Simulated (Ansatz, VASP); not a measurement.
**One calculation of LiCl, two programs**

```
Li Cl
1.0
     0.00000    2.80137    2.63194
     2.80137    0.00000    2.63194
     2.80137    2.80137    0.00000
Li Cl
1 1
Direct
  0.00000 0.00000 0.00000
  0.25000 0.25000 0.25000
```

Change from the starting cell: epitaxial_xy strain +2.5%.

Alike in both runs: task single point; functional PBE; k mesh 8 × 8 × 8; occupations fermi-dirac, width 0.02 eV; no spin polarisation.

|  | VASP | Ansatz |
| --- | --- | --- |
| version | VASP 6.6.1 | Ansatz 0.2.0 |
| potentials or method | VASP PAW PBE potentials, release 64 (Li_sv, Cl) | plane waves, PAW |
| plane-wave cutoff (eV) | 520 | 420 |
| valence electrons in the cell | 10 | 10 |

|  | VASP | Ansatz | Ansatz less VASP |
| --- | --- | --- | --- |
| gap on the k mesh at the Fermi level (eV) | 5.94 | 5.94 | -0.006 |

The functional is the same, so the differences come from potentials, cutoffs and numerics.

 A k mesh can miss the band edges.
